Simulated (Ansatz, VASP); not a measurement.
Two plane-wave programs on SnTe

```
Te Sn
1.0
     3.98128    0.00000    0.00000
     0.00000    3.98128    0.00000
     0.00000    0.00000    3.98128
Te Sn
1 1
Direct
  0.50000 0.50000 0.50000
  0.00000 0.00000 0.00000
```

Change from the starting cell: volume scaled by 1.06.

Alike in both runs: task single point; functional PBE; k mesh 7 × 7 × 7; occupations fermi-dirac, width 0.05 eV; no spin polarisation.

```csv
,VASP,Ansatz
version,VASP 6.6.1,Ansatz 0.2.0
potentials or method,"VASP PAW PBE potentials, release 64 (Te, Sn_d)",Ansatz PAW
plane-wave cutoff (eV),520,420
valence electrons in the cell,20,30
```

```tsv
	VASP	Ansatz	Ansatz less VASP
gap on the k mesh at the Fermi level (eV)	none	none	-
pressure (GPa)	-2.6	-2.6	+0.03
```

A gap of «none» marks a metal or a gap that the smearing closes. The two sets of potentials don't hold the same shells in valence.

Spin-orbit coupling is left out, which matters for the levels of Te.
